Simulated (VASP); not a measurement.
# Bi (P6_3/mmc) in VASP: further runs, part 2 of 2

VASP 6.6.1. The steps go on from the part before.

### Step 3. Electric field gradients, PBE, non-collinear spin, zero start, spin-orbit coupling

INCAR

```
SYSTEM = Bi
  PREC = Accurate
  ENCUT = 520
  EDIFF = 1E-8
  ISMEAR = -1
  SIGMA = 0.08
  LREAL = .False.
  LASPH = .True.
  NELM = 150
  ALGO = Normal
  ISIF = 2
  LWAVE = .False.
  LCHARG = .False.
  MAGMOM = 0 0 0 0 0 0
  LORBIT = 11
  LSORBIT = .True.
  GGA_COMPAT = .False.
  LORBMOM = .True.
  GGA = PE
  LEFG = .True.
  NBANDS = 42
```

KPOINTS

```
regular mesh
0
Gamma
  9 9 3
  0 0 0
```

POSCAR

```
Bi
1.0
    4.5390002997      0.0000000000      0.0000000000
   -2.2695001499      3.9308895674      0.0000000000
    0.0000000000      0.0000000000     11.8290000000
Bi
2
Direct
    0.3333333333      0.6666666667      0.2500000000
    0.6666666667      0.3333333333      0.7500000000
```

Potentials or basis: VASP PAW PBE potentials, release 64 (Bi_d).

Run with:

```
> cat potpaw_PBE.64/Bi_d/POTCAR > POTCAR
> mpirun -np 1 vasp_ncl > vasp.out
```

OUTCAR:

```text
SYSTEM = Bi
   PREC = Accurate
   ENCUT = 520
   EDIFF = 1E-8
   ISMEAR = -1
   LREAL = .False.
   LASPH = .True.
   NELM = 150
   ISIF = 2
   LORBIT = 11
   LSORBIT = .True.
   GGA = PE

 ion  position               nearest neighbor table
   1  0.333  0.667  0.250-
   2  0.667  0.333  0.750-

  LATTYP: Found a hexagonal cell.
 ALAT       =     4.5390002997
 C/A-ratio  =     2.6060804624

  Lattice vectors:

 A1 = (   4.5390002997,   0.0000000000,   0.0000000000)
 A2 = (  -2.2695001499,   3.9308895674,   0.0000000000)
 A3 = (   0.0000000000,   0.0000000000,  11.8290000000)

Analysis of symmetry for initial positions (statically):
=====================================================================
 Subroutine PRICEL returns:
 Original cell was already a primitive cell.

 Routine SETGRP: Setting up the symmetry group for a
 hexagonal supercell.

 Subroutine GETGRP returns: Found 24 space group operations
 (whereof 12 operations were pure point group operations)
 out of a pool of 24 trial point group operations.

The static configuration has the point symmetry D_3d.
 The point group associated with its full space group is D_6h.

Analysis of symmetry for dynamics (positions and initial velocities):
=====================================================================
 Subroutine PRICEL returns:
 Original cell was already a primitive cell.

 Routine SETGRP: Setting up the symmetry group for a
 hexagonal supercell.

 Subroutine GETGRP returns: Found 24 space group operations
 (whereof 12 operations were pure point group operations)
 out of a pool of 24 trial point group operations.

The dynamic configuration has the point symmetry D_3d.
 The point group associated with its full space group is D_6h.

Analysis of structural, dynamic, and magnetic symmetry:
=====================================================================
 Subroutine PRICEL returns:
 Original cell was already a primitive cell.

[... 1321 lines left out ...]
 ----------------------------------------
  1         0.000   0.000   0.000
  2        -0.000   0.000   0.000
 ----------------------------------------
            0.000   0.000   0.000

 orbital moment (z)

 # of ion     p       d       tot
 ----------------------------------------
  1         0.000   0.000   0.000
  2         0.000   0.000   0.000
 ----------------------------------------
            0.000   0.000   0.000

 Spin-Orbit-Coupling matrix elements

 Ion:    1  E_soc:     -2.7289599
 l=   1
     0.0000000    -0.4226702    -0.3221550
    -0.4226702     0.0000000    -0.4226702
    -0.3221550    -0.4226702     0.0000000
 l=   2
     0.0000000    -0.0131042     0.0000000    -0.0131042    -0.0526340
    -0.0131042     0.0000000    -0.0393999    -0.0131340    -0.0131042
     0.0000000    -0.0393999     0.0000000    -0.0393999     0.0000000
    -0.0131042    -0.0131340    -0.0393999     0.0000000    -0.0131042
    -0.0526340    -0.0131042     0.0000000    -0.0131042     0.0000000
 l=   3
     0.0000000     0.0000000     0.0000000     0.0000000     0.0000000     0.0000000     0.0000000
     0.0000000     0.0000000     0.0000000     0.0000000     0.0000000     0.0000000     0.0000000
     0.0000000     0.0000000     0.0000000     0.0000000     0.0000000     0.0000000     0.0000000
     0.0000000     0.0000000     0.0000000     0.0000000     0.0000000     0.0000000     0.0000000
     0.0000000     0.0000000     0.0000000     0.0000000     0.0000000     0.0000000     0.0000000
     0.0000000     0.0000000     0.0000000     0.0000000     0.0000000     0.0000000     0.0000000
     0.0000000     0.0000000     0.0000000     0.0000000     0.0000000     0.0000000     0.0000000

 Ion:    2  E_soc:     -2.7289599
 l=   1
     0.0000000    -0.4226702    -0.3221550
    -0.4226702     0.0000000    -0.4226702
    -0.3221550    -0.4226702     0.0000000
 l=   2
     0.0000000    -0.0131042     0.0000000    -0.0131042    -0.0526340
    -0.0131042     0.0000000    -0.0393999    -0.0131340    -0.0131042
     0.0000000    -0.0393999     0.0000000    -0.0393999     0.0000000
    -0.0131042    -0.0131340    -0.0393999     0.0000000    -0.0131042
    -0.0526340    -0.0131042     0.0000000    -0.0131042     0.0000000
 l=   3
     0.0000000     0.0000000     0.0000000     0.0000000     0.0000000     0.0000000     0.0000000
     0.0000000     0.0000000     0.0000000     0.0000000     0.0000000     0.0000000     0.0000000
     0.0000000     0.0000000     0.0000000     0.0000000     0.0000000     0.0000000     0.0000000
     0.0000000     0.0000000     0.0000000     0.0000000     0.0000000     0.0000000     0.0000000
     0.0000000     0.0000000     0.0000000     0.0000000     0.0000000     0.0000000     0.0000000
     0.0000000     0.0000000     0.0000000     0.0000000     0.0000000     0.0000000     0.0000000
     0.0000000     0.0000000     0.0000000     0.0000000     0.0000000     0.0000000     0.0000000

 total charge

# of ion       s       p       d       tot
------------------------------------------
    1        1.530   1.213   9.886  12.629
    2        1.530   1.213   9.886  12.629
--------------------------------------------------
tot          3.060   2.426  19.772  25.258

 magnetization (x)

# of ion       s       p       d       tot
------------------------------------------
    1        0.000   0.000   0.000   0.000
    2        0.000   0.000   0.000   0.000
--------------------------------------------------
tot          0.000   0.000   0.000   0.000

 magnetization (y)

# of ion       s       p       d       tot
------------------------------------------
    1        0.000   0.000   0.000   0.000
    2       -0.000   0.000   0.000  -0.000
--------------------------------------------------
tot         -0.000   0.000   0.000  -0.000

 magnetization (z)

# of ion       s       p       d       tot
------------------------------------------
    1        0.000   0.000   0.000   0.000
    2        0.000   0.000   0.000   0.000
--------------------------------------------------
tot          0.000   0.000   0.000   0.000
```

stdout:

```text
POSCAR found type information on POSCAR Bi
 POSCAR found :  1 types and       2 ions
 scaLAPACK will be used
 LDA part: xc-table for (Slater+PW92), standard interpolation
 POSCAR, INCAR and KPOINTS ok, starting setup
 FFT: planning ... GRIDC
 FFT: planning ... GRID_SOFT
 FFT: planning ... GRID
 WAVECAR not read
 entering main loop
ion   1

ion   2
```

Run time: 4 min. Hardware: 1 thread of Intel Xeon 6975P-C (Granite Rapids), shared host; peak memory 0.93 GiB.

Results:

```yaml
Free_energy: -6.2702 eV
Pressure: -1.9 GPa
Net_moment: 0.00 μB per cell
Valence_electrons_inside_the_program's_atomic_spheres: Bi 12.63
```

Moments on the atoms (μB; x, y, z):
```
Bi  0.00 0.00 0.00
Bi  0.00 0.00 0.00
```

Electric field gradients, principal values (V/Å²):
| atom | Vxx | Vyy | Vzz |
| --- | --- | --- | --- |
| 1 Bi | 114.559 | 114.562 | -229.121 |
| 2 Bi | 114.559 | 114.562 | -229.121 |

### Step 4. Electric field gradients, r2SCAN

POSCAR is that of step 3.

INCAR.step1

```
ALGO = Normal
EDIFF = 1E-4
ENCUT = 520
GGA = PE
ISMEAR = -1
LASPH = True
LCHARG = False
LREAL = False
LWAVE = True
NBANDS = 22
NELM = 100
PREC = Accurate
SIGMA = 0.08
```

INCAR.step2

```
ALGO = Normal
EDIFF = 1E-8
ENCUT = 520
ISIF = 2
ISMEAR = -1
ISTART = 1
LASPH = True
LCHARG = False
LEFG = True
LMIXTAU = True
LREAL = False
LWAVE = False
METAGGA = R2SCAN
NBANDS = 22
NELM = 100
PREC = Accurate
SIGMA = 0.08
```

KPOINTS

```
k-points
0
Gamma
  9 9 3
```

Potentials or basis: VASP PAW PBE potentials, release 64 (Bi_d).

Run with:

```
> cat potpaw_PBE.64/Bi_d/POTCAR > POTCAR
> cp INCAR.step1 INCAR
> mpirun -np 1 vasp_std > vasp.out
> cp INCAR.step2 INCAR
> mpirun -np 1 vasp_std > vasp.out
```

OUTCAR:

```text
EDIFF = 1E-8
   ENCUT = 520
   ISIF = 2
   ISMEAR = -1
   ISTART = 1
   LASPH = True
   LREAL = False
   METAGGA = R2SCAN
   NELM = 100
   PREC = Accurate

 ion  position               nearest neighbor table
   1  0.333  0.667  0.250-
   2  0.667  0.333  0.750-

  LATTYP: Found a hexagonal cell.
 ALAT       =     4.5390002997
 C/A-ratio  =     2.6060804624

  Lattice vectors:

 A1 = (   4.5390002997,   0.0000000000,   0.0000000000)
 A2 = (  -2.2695001499,   3.9308895674,   0.0000000000)
 A3 = (   0.0000000000,   0.0000000000,  11.8290000000)

Analysis of symmetry for initial positions (statically):
=====================================================================
 Subroutine PRICEL returns:
 Original cell was already a primitive cell.

 Routine SETGRP: Setting up the symmetry group for a
 hexagonal supercell.

 Subroutine GETGRP returns: Found 24 space group operations
 (whereof 12 operations were pure point group operations)
 out of a pool of 24 trial point group operations.

The static configuration has the point symmetry D_3d.
 The point group associated with its full space group is D_6h.

Analysis of symmetry for dynamics (positions and initial velocities):
=====================================================================
 Subroutine PRICEL returns:
 Original cell was already a primitive cell.

 Routine SETGRP: Setting up the symmetry group for a
 hexagonal supercell.

 Subroutine GETGRP returns: Found 24 space group operations
 (whereof 12 operations were pure point group operations)
 out of a pool of 24 trial point group operations.

The dynamic configuration has the point symmetry D_3d.
 The point group associated with its full space group is D_6h.

 Subroutine INISYM returns: Found 24 space group operations
 (whereof 12 operations are pure point group operations),
 and found     1 'primitive' translations

----------------------------------------------------------------------------------------

                                     Primitive cell

  volume of cell :     211.0567

  direct lattice vectors                    reciprocal lattice vectors
     4.539000300  0.000000000  0.000000000     0.220312830  0.127197672  0.000000000
    -2.269500150  3.930889567  0.000000000     0.000000000  0.254395343  0.000000000
     0.000000000  0.000000000 11.829000000     0.000000000  0.000000000  0.084538000

  length of vectors
     4.539000300  4.539000300 11.829000000     0.254395343  0.254395343  0.084538000

  position of ions in fractional coordinates (direct lattice)
     0.333333333  0.666666667  0.250000000
     0.666666667  0.333333333  0.750000000

  ion indices of the primitive-cell ions
   primitive index   ion index
                 1           1
                 2           2

----------------------------------------------------------------------------------------

 KPOINTS: k-points

[... 70 lines left out ...]
   IBRION =     -1    ionic relax: 0-MD 1-quasi-New 2-CG
   NFREE  =      0    steps in history (QN), initial steepest desc. (CG)
   ISIF   =      2    stress and relaxation
   ISYM   =      2    0-nonsym 1-usesym 2-fastsym
   POTIM  = 0.5000    time-step for ionic-motion
   TEBEG  =    0.0;   TEEND  =   0.0 temperature during run
   PSTRESS=    0.0 pullay stress
   NELECT =      30.0000    total number of electrons
   NUPDOWN=      -1.0000    fix difference up-down
   EMIN   =  10.00;   EMAX   =-10.00  energy-range for DOS
   EFERMI =   0.00;   METHOD = LEGACY
   ISMEAR =    -1;   SIGMA  =   0.08  broadening in eV -4-tet -1-fermi 0-gaus
   EFERMI_NEDOS =   21; number of points for ismear=-14 and -15
   IALGO  =     38    algorithm
   IMIX   =      4    mixing-type and parameters
     AMIX     =   0.40;   BMIX     =  1.00
     AMIX_MAG =   1.60;   BMIX_MAG =  1.00
  volume/ion in A,a.u.               =     105.53       712.14
  Fermi-wavevector in a.u.,A,eV,Ry     =   0.854376  1.614536  9.931679  0.729958
  Thomas-Fermi vector in A             =   1.970962
   LORBIT       =      0    0 simple, 1 ext, 2 COOP (PROOUT), +10 PAW based schemes
   METAGGA = R2SCAN    functional components
   LHFCALC =     F    Hartree Fock is set to
   AEXX    =    0.0000 exact exchange contribution
   IVDW    =     0    specifies the selected vdW correction
   LEPSILON=     F    determine dielectric tensor
   LRPA    =     F    only Hartree local field effects (RPA)
 non-spin polarized calculation
  energy-cutoff  :      520.00
  volume of cell :      211.06
 maximum number of plane-waves:      5785
 NGX is ok and might be reduce to    36
   NGX = 17   NGY = 17   NGZ = 43

 number of electron      29.9999990 magnetization

 Free energy of the ion-electron system (eV)
  ---------------------------------------------------
  ext. energy  EPLUGINS =         0.00000000
  ---------------------------------------------------
  free energy    TOTEN  =      -111.92298320 eV

  energy without entropy =     -111.77099420  energy(sigma->0) =     -111.84698870

 E-fermi :  -1.2279     XC(G=0):  -5.6412

 val. band max:       -1.2303436907   @ k =   0.3333   0.1111   0.3333
 cond. band min:      -1.2133935256   @ k =   0.4444   0.0000   0.0000
 fundamental gap:      0.0169501651
 Fermi energy:        -1.2279184534

 k-point     1 :       0.0000    0.0000    0.0000
  band No.  band energies     occupation
      1     -24.7074      2.00000
      2     -24.7074      2.00000
      3     -24.7074      2.00000
      4     -24.7074      2.00000
      5     -24.6825      2.00000
      6     -24.6825      2.00000
[... 589 lines left out ...]
     21       4.7311      0.00000
     22       5.2120      0.00000

------------------------ aborting loop because EDIFF is reached ----------------------------------------

  FORCE on cell =-STRESS in cart. coord.  units (eV):
  Direction    XX          YY          ZZ          XY          YZ          ZX
  --------------------------------------------------------------------------------------
  -------------------------------------------------------------------------------------
  Total       -6.5407453     -6.5407453     -0.6142632      0.0000000      0.0000000      0.0000000
  in kB      -49.6522276    -49.6522276     -4.6630064      0.0000000      0.0000000      0.0000000
  external PRESSURE =     -34.6558205 kB  Pullay stress =       0.0000000 kB

 VOLUME and BASIS-vectors are now :
 -----------------------------------------------------------------------------
  energy-cutoff  :      520.00
  volume of cell :      211.06
      direct lattice vectors                 reciprocal lattice vectors
     4.539000300  0.000000000  0.000000000     0.220312830  0.127197672  0.000000000
    -2.269500150  3.930889567  0.000000000     0.000000000  0.254395343  0.000000000
     0.000000000  0.000000000 11.829000000     0.000000000  0.000000000  0.084538000

 POSITION                                       TOTAL-FORCE (eV/Angst)
 -----------------------------------------------------------------------------------
     -0.00000      2.62059      2.95725        -0.000000      0.000000      0.000000
      2.26950      1.31030      8.87175         0.000000     -0.000000      0.000000
 -----------------------------------------------------------------------------------
    total drift:                                0.000000     -0.000000      0.000000

  FREE ENERGIE OF THE ION-ELECTRON SYSTEM (eV)
  ---------------------------------------------------
  free  energy   TOTEN  =      -111.9229831991 eV

  energy  without entropy=     -111.7709942007  energy(sigma->0) =     -111.84698870

 Electric field gradients (V/A^2)
---------------------------------------------------------------------
 ion       V_xx      V_yy      V_zz      V_xy      V_xz      V_yz
---------------------------------------------------------------------
   1     143.030   143.032  -286.062     0.001    -0.000     0.000
   2     143.030   143.032  -286.062     0.001     0.000    -0.000
---------------------------------------------------------------------

 Electric field gradients after diagonalization (V/A^2)
 (convention: |V_zz| > |V_xx| > |V_yy|)
----------------------------------------------------------------------
 ion       V_xx      V_yy      V_zz     asymmetry (V_yy - V_xx)/ V_zz
----------------------------------------------------------------------
   1     143.032   143.029  -286.062       0.000
   2     143.032   143.029  -286.062       0.000
----------------------------------------------------------------------

           NMR quadrupolar parameters

 Cq : quadrupolar parameter    Cq=e*Q*V_zz/h
 eta: asymmetry parameters     (V_yy - V_xx)/ V_zz
 Q  : nuclear electric quadrupole moment in mb (millibarn)
----------------------------------------------------------------------
 ion       Cq(MHz)       eta       Q (mb)
----------------------------------------------------------------------
   1      -0.692       0.000       1.000
   2      -0.692       0.000       1.000
----------------------------------------------------------------------
```

It took 3.9 min on 1 thread of Intel Xeon 6975P-C (Granite Rapids), shared host; peak memory 0.42 GiB.

What came out:

```yaml
Free_energy: -111.9230 eV
Pressure: -3.5 GPa
Band_gap_on_the_k_mesh: none (metal or under the smearing width)
```

Levels at points of the mesh, in eV from the Fermi level:
```tsv
k point	band 13	band 14	band 15	band 16	band 17	band 18
(0.00, 0.00, 0.00)	-0.87	-0.35	1.50	1.50	1.51	1.51
```

Electric field gradients, principal values (V/Å²):
```csv
atom,Vxx,Vyy,Vzz
1 Bi,143.029,143.032,-286.062
2 Bi,143.029,143.032,-286.062
```

Caveat: the PAW data sets were made with another functional, which shifts forces and pressure a little; spin-orbit coupling is left out, which moves the levels of the heavy elements.

### Step 5. Overview

```tsv
level	spin	cell	gap on the mesh (eV)	pressure (GPa)
PBEsol	off	functional pbesol, volume scaled by 0.96, PAW files	none	-3.7
PBE	non-collinear, zero start, SOC	as given	-	-1.9
r2SCAN	off	as given	none	-3.5
```

Alike in all rows: task electric field gradients; potentials or basis VASP PAW PBE potentials, release 64 (Bi_d); k mesh 9 × 9 × 3; cutoff (eV) 520; smearing fermi-dirac 0.08 eV.

Caveats: the PAW data sets were made with another functional, which shifts forces and pressure a little (some runs); spin-orbit coupling is left out, which moves the levels of the heavy elements (some runs).

Absolute energies hang on the potentials; compare differences alone.
